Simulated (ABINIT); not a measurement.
# Ru (P6_3/mmc) in ABINIT: settings compared

The runs below take Ru through relaxation of cell and atoms, with PBE+D3, RPBE.

All numbers are computed with ABINIT 10.8.3 (patched build); they aren't measurements. Logs are shortened: lines on timing, memory, paths and dates and some standing lists are left out, and cuts for length are marked. The log counts tension as positive stress, the text compression.

### Step 1. Starting point

It takes space group P6_3/mmc (No. 194, hexagonal). The conventional cell has a = 2.706 Å, b = 2.706 Å, c = 4.282 Å, α = 90.00°, β = 90.00°, γ = 120.00°. Ru (site symmetry -6m2) has 12 Ru at 2.65 to 2.71 Å as nearest neighbours.

### Step 2. Relaxation of cell and atoms, PBE+D3, target pressure 5 GPa, at which the enthalpy is minimised

Input file run.abi:

```
# Pseudopotentials
pp_dirpath "./"
pseudos "Ru.GGA_PBE-JTH.xml"

# Structure
acell 5.113220948 5.1132209481 8.091618293
rprim
     1.0000000000     0.0000000000     0.0000000000
    -0.5000000000     0.8660254038     0.0000000000
     0.0000000000     0.0000000000     1.0000000000
ntypat 1
znucl 44
natom 2
typat 1 1
xred
     0.6666666667     0.3333333333     0.7500000000
     0.3333333333     0.6666666667     0.2500000000
chkprim 0
chksymtnons 0
tolsym 1.0e-6

# Plane-wave basis
ecut 15.0
pawecutdg 30.0
pawxcdev 0

# k points
kptopt 1
ngkpt 11 11 6
nshiftk 1
shiftk 0.0 0.0 0.0

# Exchange and correlation
ixc 11
vdw_xc 6

# Bands and occupations
nband 20
occopt 3
tsmear 0.00183747

# SCF cycle
nstep 100
tolvrs 1.0e-9

# Output
iomode 3
prtwf 0
prtden 0
prteig 0
prtebands 0

# Relaxation
ionmov 2
ntime 60
tolmxf 0.0001
optcell 1
dilatmx 1.08
ecutsm 0.5
strtarget 3*-1.699465e-04 3*0.0
```

Potentials or basis: JTH PAW PBE v2.0.

Run with:

```bash
abinit run.abi > log 2>&1
```

run.abo:

```text
.Version 10.8.3 of ABINIT
 Symmetries : space group P6_3/m m c (#194); Bravais hP (primitive hexag.)
================================================================================
 Values of the parameters that define the memory need of the present run
     intxc =       0    ionmov =       2      iscf =      17    lmnmax =      18
     lnmax =       6     mgfft =      32  mpssoang =       3    mqgrid =    3001
     natom =       2  nloc_mem =       2    nspden =       1   nspinor =       1
    nsppol =       1      nsym =      24    n1xccc =       1    ntypat =       1
    occopt =       3   xclevel =       2
       mpw =         663          nfft =       12800          nkpt =          64
 PAW method is used; the additional fine FFT grid is defined by:
   mgfftf=        45    nfftf =     40500
================================================================================
================================================================================

--------------------------------------------------------------------------------
------------- Echo of variables that govern the present computation ------------
--------------------------------------------------------------------------------
 -outvars: echo values of preprocessed input variables --------
            acell      5.1132209480E+00  5.1132209481E+00  8.0916182930E+00 Bohr
              amu      1.01070000E+02
          chkprim           0
      chksymtnons           0
          dilatmx      1.08000000E+00
             ecut      1.50000000E+01 Hartree
           ecutsm      5.00000000E-01 Hartree
           ionmov           2
                       outvar_i_n : Printing only first  50 k-points.
              ixc          11
                       outvar_i_n : Printing only first  50 k-points.
         kptrlatt       11    0    0      0   11    0      0    0    6
          kptrlen      4.85497098E+01
            natom           2
            nband          20
            ngfft          20      20      32
          ngfftdg          30      30      45
             nkpt          64
            nstep         100
             nsym          24
            ntime          60
           ntypat           1
                       prtocc : prtvol=0, do not print more k-points.
           occopt           3
          optcell           1
        pawecutdg      3.00000000E+01 Hartree
         pawxcdev           0
           prtden           0
        prtebands           0
           prteig           0
            prtwf           0
            rprim      1.0000000000E+00  0.0000000000E+00  0.0000000000E+00
                      -5.0000000000E-01  8.6602540380E-01  0.0000000000E+00
                       0.0000000000E+00  0.0000000000E+00  1.0000000000E+00
          spgroup         194
        strtarget     -1.69946500E-04 -1.69946500E-04 -1.69946500E-04
                       0.00000000E+00  0.00000000E+00  0.00000000E+00
           tolmxf      1.00000000E-04
           tolsym      1.00000000E-06
           tolvrs      1.00000000E-09
           tsmear      1.83747000E-03 Hartree
            typat      1  1
[... 375 lines left out ...]
    2      0.00000000000000     0.00000000000000    -0.00000000000000
 frms,max,avg= 1.4159440E-28 2.1239161E-28   0.000E+00  0.000E+00  0.000E+00 h/b

 cartesian forces (eV/Angstrom) at end:
    1     -0.00000000000000    -0.00000000000000    -0.00000000000000
    2      0.00000000000000     0.00000000000000    -0.00000000000000
 frms,max,avg= 7.2810770E-27 1.0921616E-26   0.000E+00  0.000E+00  0.000E+00 e/A
 length scales=  5.071095337572  5.071095337671  8.024954958204 bohr
              =  2.683508085139  2.683508085192  4.246623279524 angstroms
 Fermi (or HOMO) energy (hartree) =   0.54524   Average Vxc (hartree)=  -0.49211
 Eigenvalues (hartree) for nkpt=  64  k points:
 kpt#   1, nband= 20, wtk=  0.00138, kpt=  0.0000  0.0000  0.0000 (reduced coord)
  -2.14217   -2.13383   -1.05959   -1.02236   -1.02236   -1.01559   -1.01559   -1.01391
   0.24815    0.31175    0.44838    0.44838    0.45519    0.47455    0.47455    0.49463
   0.49463    0.59261    0.59261    0.59907
      occupation numbers for kpt#   1
   2.00000    2.00000    2.00000    2.00000    2.00000    2.00000    2.00000    2.00000
   2.00000    2.00000    2.00000    2.00000    2.00000    2.00000    2.00000    2.00000
   2.00000    0.00000    0.00000    0.00000
 prteigrs : prtvol=0 or 1, do not print more k-points.

--- !EnergyTerms
iteration_state     : {dtset: 1, itime: 3, icycle: 1, }
comment             : Components of total free energy in Hartree
kinetic             :  2.30773139228516E+01
hartree             :  2.69747104464978E+01
xc                  : -7.82825478639738E+00
Ewald energy        : -1.65354490394515E+02
psp_core            :  1.15161266565835E+01
local_psp           : -9.28871531027141E+01
PAW spherical_terms :  1.31179671352450E+01
VdWaals_dft_d       : -4.20402442246889E-02
internal            : -1.91425820366674E+02
'-kT*entropy'       : -5.90915779570198E-04
total_energy        : -1.91426411282453E+02
total_energy_eV     : -5.20897801508885E+03
...

--- !EnergyTermsDC
iteration_state     : {dtset: 1, itime: 3, icycle: 1, }
comment             : '"Double-counting" decomposition of free energy'
band_energy         : -1.41274409297808E+01
Ewald energy        : -1.65354490394515E+02
psp_core            :  1.15161266565835E+01
xc_dc               : -2.45868653244476E+01
PAW spherical_terms :  1.16888986271376E+00
VdWaals_dft_d       : -4.20402442246889E-02
internal            : -1.91425820373671E+02
'-kT*entropy'       : -5.90915779570198E-04
total_energy_dc     : -1.91426411289451E+02
total_energy_dc_eV  : -5.20897801527927E+03
...

--- !EnergyTermsWithPAWCore
iteration_state     : {dtset: 1, itime: 3, icycle: 1, }
comment             : 'Components of total free energy, including PAW core contributions'
Total energy        : -9.06222168625734E+03
Total energy DC     : -9.06222168626433E+03
Total energy (eV)   : -2.46595614551454E+05
Total energy DC (eV): -2.46595614551644E+05
...

 Cartesian components of stress tensor (hartree/bohr^3)
  sigma(1 1)= -1.67065748E-04  sigma(3 2)=  0.00000000E+00
  sigma(2 2)= -1.67065752E-04  sigma(3 1)=  0.00000000E+00
  sigma(3 3)= -1.74884518E-04  sigma(2 1)=  7.25684324E-13

-Cartesian components of stress tensor (GPa)         [Pressure=  4.9919E+00 GPa]
- sigma(1 1)= -4.91524399E+00  sigma(3 2)=  0.00000000E+00
- sigma(2 2)= -4.91524414E+00  sigma(3 1)=  0.00000000E+00
- sigma(3 3)= -5.14528017E+00  sigma(2 1)=  2.13503699E-08

== END DATASET(S) ==============================================================
================================================================================

 -outvars: echo values of variables after computation  --------
            acell      5.0710953376E+00  5.0710953377E+00  8.0249549582E+00 Bohr
           etotal     -1.9142641129E+02
            fcart     -2.1239160725E-28 -1.2262435162E-28 -0.0000000000E+00
                       2.1239160725E-28  1.2262435162E-28 -0.0000000000E+00
            rprim      1.0000000000E+00  0.0000000000E+00  0.0000000000E+00
                      -5.0000000000E-01  8.6602540380E-01  0.0000000000E+00
                       0.0000000000E+00  0.0000000000E+00  1.0000000000E+00
           strten     -1.6706574765E-04 -1.6706575248E-04 -1.7488451839E-04
                       0.0000000000E+00  0.0000000000E+00  7.2568432433E-13
           xangst      1.3417540426E+00  7.7466205769E-01  3.1849674596E+00
                      -1.7494005725E-11  1.5493241154E+00  1.0616558199E+00
             xred      6.6666666667E-01  3.3333333333E-01  7.5000000000E-01
                       3.3333333333E-01  6.6666666667E-01  2.5000000000E-01
 Calculation completed.
```

Run time: 50 s. Hardware: 1 thread of Arm Neoverse V2, shared host; peak memory 0.12 GiB.

What came out:

```yaml
Free_energy: -5208.9780 eV
Relaxed_volume: 13.24 Å³/atom
Relaxed_cell: a = 2.684 Å, b = 2.684 Å, c = 4.247 Å, α = 90.00°, β = 90.00°, γ = 120.00°
Space_group_after_relaxing_to_0.05_Å: P6_3/mmc (No. 194)
Energy_change_on_relaxing_the_enthalpy_is_what_falls: +1.5 meV/atom
Ionic_steps: 3
Pressure_after_relaxing: 5.0 GPa
Band_gap_on_the_k_mesh: none (metal or under the smearing width)
Valence_electrons_inside_the_program's_atomic_spheres: Ru 13.75 (radii [1.1697] Å)
```

Stress tensor (GPa, compression positive):
```
4.92 0.00 0.00
0.00 4.92 0.00
0.00 0.00 5.15
```

Step by step:
| step | energy change (eV) | largest force (eV/Å) | pressure (GPa) | volume (Å³) |
| --- | --- | --- | --- | --- |
| 1 | 0.0000 | 0.0000 | -3.31 | 27.15 |
| 2 | 0.0037 | 0.0000 | 5.25 | 26.46 |
| 3 | 0.0031 | 0.0000 | 4.99 | 26.48 |

Final structure:
```cif
data_structure
_symmetry_space_group_name_H-M 'P 1'
_symmetry_Int_Tables_number 1
_cell_length_a 2.6835
_cell_length_b 2.6835
_cell_length_c 4.2466
_cell_angle_alpha 90.000
_cell_angle_beta 90.000
_cell_angle_gamma 120.000
_cell_volume 26.48
loop_
_atom_site_label
_atom_site_type_symbol
_atom_site_fract_x
_atom_site_fract_y
_atom_site_fract_z
_atom_site_occupancy
Ru1 Ru 0.66667 0.33333 0.75000 1
Ru2 Ru 0.33333 0.66667 0.25000 1
```

Caveat: pairwise dispersion overbinds metals, which lowers pressure and volume.

### Step 3. Relaxation of cell and atoms, RPBE, target pressure 10 GPa, at which the enthalpy is minimised

Edit run.abi of step 2 so:

```diff
@@ -22,3 +22,3 @@
 # Plane-wave basis
-ecut 15.0
+ecut 408.170794 eV
 pawecutdg 30.0
@@ -33,4 +33,3 @@
 # Exchange and correlation
-ixc 11
-vdw_xc 6
+ixc 15
 
@@ -39,3 +38,3 @@
 occopt 3
-tsmear 0.00183747
+tsmear 0.05 eV
 
@@ -51,2 +50,3 @@
 prtebands 0
+enunit 2
 
@@ -55,6 +55,6 @@
 ntime 60
-tolmxf 0.0001
-optcell 1
+tolmxf 5.0e-5
+optcell 2
 dilatmx 1.08
 ecutsm 0.5
-strtarget 3*-1.699465e-04 3*0.0
+strtarget 3*-3.398931e-04 3*0.0
```

Potentials or basis: JTH PAW PBE v2.0.

Run with:

```bash
abinit run.abi > log 2>&1
```

It took 56 s on 1 thread of Arm Neoverse V2, shared host; peak memory 0.12 GiB.

Results (log left out):

* Free energy: -5202.7706 eV
* Relaxed volume: 13.52 Å³/atom
* Relaxed cell: a = 2.702 Å, b = 2.702 Å, c = 4.277 Å, α = 90.00°, β = 90.00°, γ = 120.00°
* Space group after relaxing (to 0.05 Å): P6_3/mmc (No. 194)
* Energy change on relaxing (the enthalpy is what falls): +3.1 meV/atom
* Ionic steps: 4
* Pressure after relaxing: 10.0 GPa
* Band gap on the k mesh: none (metal or under the smearing width)
* Valence electrons inside the program's atomic spheres: Ru 13.71 (radii [1.1697] Å)

Step by step:
```
step  energy change (eV)  largest force (eV/Å)  pressure (GPa)  volume (Å³)
   1              0.0000                0.0000            8.66        27.15
   2              0.0065                0.0000           10.06        27.04
   3              0.0062                0.0000           10.00        27.04
   4              0.0062                0.0000            9.99        27.04
```

Final structure:
```
Ru
1.0
     2.70189    0.00000    0.00000
    -1.35094    2.33990    0.00000
     0.00000    0.00000    4.27746
Ru
2
Direct
  0.66667 0.33333 0.75000
  0.33333 0.66667 0.25000
```

Levels at points of the mesh, in eV from the Fermi level:
```csv
k point,band 12,band 13,band 14,band 15,band 16,band 17,band 18,band 19,band 20
"(0.00, 0.00, 0.00)",-2.55,-2.38,-1.86,-1.86,-1.33,-1.33,1.25,1.25,1.44
"(0.00, 0.00, 0.50)",-2.71,-2.71,-2.71,-2.64,-2.64,0.61,0.61,0.61,0.61
```

Caveat: the PAW data sets were made with another functional, which shifts forces and pressure a little.
